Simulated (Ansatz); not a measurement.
The system is TiAl.

```
Ti Al
1.0
     3.17906    0.00000    0.00000
     0.00000    3.17906    0.00000
     0.00000    0.00000    3.17906
Ti Al
1 1
Direct
  0.00000 0.00000 0.00000
  0.50000 0.50000 0.50000
```

The cell comes from a database or a generator and needn't be the stable form of this composition.

Base run:

| Quantity | Value |
| --- | --- |
| Program | Ansatz 0.2.0 |
| Functional | BLYP |
| Potentials or basis | Ansatz PAW |
| Cutoff | 420 eV (not typed: the program's choice for these potentials) |
| k mesh | 8 × 8 × 8 |
| Occupations | fermi-dirac, width 0.05 eV |
| Spin | no spin polarisation |

Its results: band gap on the k mesh none (metal or under the smearing width); pressure 3.8 GPa.

Problem. After a change of settings the same cell gave: band gap on the k mesh none (metal or under the smearing width); pressure 2.9 GPa. Which change was it?
A. functional from BLYP to r2SCAN; cutoff from 420 eV (not typed: the program's choice for these potentials) to 500 eV (not typed: the program's choice for these potentials)
B. functional from BLYP to PBE; occupations from fermi-dirac, width 0.05 eV to gaussian, width 0.016 eV
C. functional from BLYP to revPBE

Solution. C.

Caveats: the PAW data sets come from PBE, with cores solved anew for the run's functional, which leaves a small shift of forces and pressure.
